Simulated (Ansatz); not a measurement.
The system is Cu3Au (Auricupride).

```
CELL_PARAMETERS angstrom
3.74000 0.00000 0.00000
0.00000 3.74000 0.00000
0.00000 0.00000 3.74000
ATOMIC_POSITIONS crystal
Au 0.00000 0.00000 0.00000
Cu 0.50000 0.50000 0.00000
Cu 0.50000 0.00000 0.50000
Cu 0.00000 0.50000 0.50000
```

| Property | Result |
| --- | --- |
| Program | Ansatz 0.2.0 |
| Task | relaxation of cell and atoms |
| Functional | RPBE |
| Dispersion | D3(BJ) |
| Potentials or basis | Ansatz PAW |
| Cutoff | 420 eV (not typed: the program's choice for these potentials) |
| k mesh | 7 × 7 × 7 |
| Occupations | fermi-dirac, width 0.05 eV |
| Spin | no spin polarisation |

At the start: volume 13.08 Å³/atom.

Question: Where does the relaxation end?

Answer: It ends after 7 steps and the volume is 11.17 Å³/atom (-14.6 %); space group Pm-3m (No. 221, to 0.05 Å).

The path:
| step | energy change (eV) | largest force (eV/Å) | volume (Å³) |
| --- | --- | --- | --- |
| 1 | 0.0000 | 0.0000 | 52.31 |
| 2 | -0.8250 | 0.0000 | 45.03 |
| 3 | -0.8279 | 0.0000 | 44.50 |
| 4 | -0.8282 | 0.0000 | 44.64 |
| 5 | -0.8178 | 0.0000 | 44.64 |
| 6 | -0.8177 | 0.0000 | 44.66 |
| 7 | -0.8178 | 0.0000 | 44.66 |

Final structure:
```yaml
crystal:
  lattice:
    - [3.54791, 0.00000, 0.00000]
    - [0.00000, 3.54791, 0.00000]
    - [0.00000, 0.00000, 3.54791]
  atoms:
    - { symbol: Au, position: [0.00000, 0.00000, 0.00000] }
    - { symbol: Cu, position: [0.50000, 0.50000, 0.00000] }
    - { symbol: Cu, position: [0.50000, 0.00000, 0.50000] }
    - { symbol: Cu, position: [0.00000, 0.50000, 0.50000] }
```

Caveat: the plane-wave basis is chosen anew once the cell has moved, so the energies of steps on either side of that aren't comparable; the volume moved by -15 % from the deposited cell, more than functionals usually miss; pairwise dispersion overbinds metals, which lowers pressure and volume; the PAW data sets come from PBE, with cores solved anew for the run's functional, which leaves a small shift of forces and pressure.
